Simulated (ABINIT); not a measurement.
Write an ASE script for ABINIT 10.8.3 (patched build) that does the following.

```
Task                                            : equation of state
Functional                                      : RPBE
Dispersion                                      : D4
Potentials or basis                             : JTH PAW PBE v2.0
Cutoff                                          : 626 eV
k mesh                                          : 11 × 11 × 11
Occupations                                     : fermi-dirac, width 0.05 eV
Spin                                            : no spin polarisation
Dispersion computed by                          : dftd4 4.3.1
Fine-grid cutoff                                : 1224.51 eV
Exchange and correlation inside the PAW spheres : full angular mesh (pawxcdev 0, this build's default; the released program takes 1)
```

Crystal: MgO.

```
CELL_PARAMETERS angstrom
0.00000 2.09700 2.09700
2.09700 0.00000 2.09700
2.09700 2.09700 0.00000
ATOMIC_POSITIONS crystal
Mg 0.00000 0.00000 0.00000
O 0.50000 0.50000 0.50000
```

The cell is a database's computed one.

These files were run (other wordings do the same):

run.py

```python
import json, os
import numpy as np
from ase.eos import EquationOfState
from ase.units import GPa
from ase.calculators.mixing import SumCalculator
from dftd4.ase import DFTD4
from ase.calculators.abinit import Abinit, AbinitProfile
from ase import Atoms

atoms = Atoms(['Mg', 'O'],
              cell=[[0.0, 2.0970013927, 2.0970013927], [2.0970013927, 0.0, 2.0970013927], [2.0970013927, 2.0970013927, 0.0]],
              scaled_positions=[[0.0, 0.0, 0.0], [0.5, 0.5, 0.5]],
              pbc=True)

profile = AbinitProfile(command='abinit', pp_paths=[os.path.abspath('pseudos')])
params = dict(
    pps='pawxml', xc='PBE',
    ecut=625.8619,
    pawecutdg=1224.5124,
    kptopt=1,
    ngkpt=[11, 11, 11],
    nshiftk=1,
    shiftk=[0.0, 0.0, 0.0],
    ixc=15,
    nband=12,
    occopt=3,
    tsmear=0.05,
    nstep=100,
    tolvrs=1e-09,
    prtwf=0,
    prtden=0,
)

cell0 = atoms.cell.copy()
volumes, energies = [], []
for i, x in enumerate([0.94, 0.96, 0.98, 1.0, 1.02, 1.04, 1.06]):
    atoms.set_cell(cell0 * x ** (1 / 3), scale_atoms=True)
    atoms.calc = SumCalculator([Abinit(profile=profile, directory=f'v{i}', **params), DFTD4(method='rpbe')])
    volumes.append(atoms.get_volume() / len(atoms))
    dft, disp = atoms.calc.mixer.calcs
    energies.append((dft.get_property('free_energy', atoms) + disp.get_property('energy', atoms)) / len(atoms))
    print(f'{x:5.2f} {volumes[-1]:10.5f} A^3/atom {energies[-1]:14.6f} eV/atom', flush=True)
    json.dump(dict(volumes=volumes, energies=energies), open('results.json', 'w'))
v0, e0, b0 = EquationOfState(volumes, energies, eos='sjeos').fit()
print(f'V0 {v0:.4f} A^3/atom  E0 {e0:.6f} eV/atom  B0 {b0 / GPa:.2f} GPa')
```

Potentials or basis: JTH PAW PBE v2.0.

The run is started by

```sh
$ python run.py
```

It gave:

| Property | Result |
| --- | --- |
| Equilibrium volume | 9.46 Å³/atom |
| Bulk modulus | 147 GPa |
| Pressure derivative of the bulk modulus | 5.1 (rough: it moves with the points fitted) |

Caveat: pressures at fixed basis lie under the slope of the energies; the log and the count of SCF iterations are those of the last ABINIT call alone; the PAW data sets were made with another functional, which shifts forces and pressure a little.

Run time: 2.2 min on 1 thread of Arm Neoverse V1, on a shared host, peak memory 0.11 GiB.
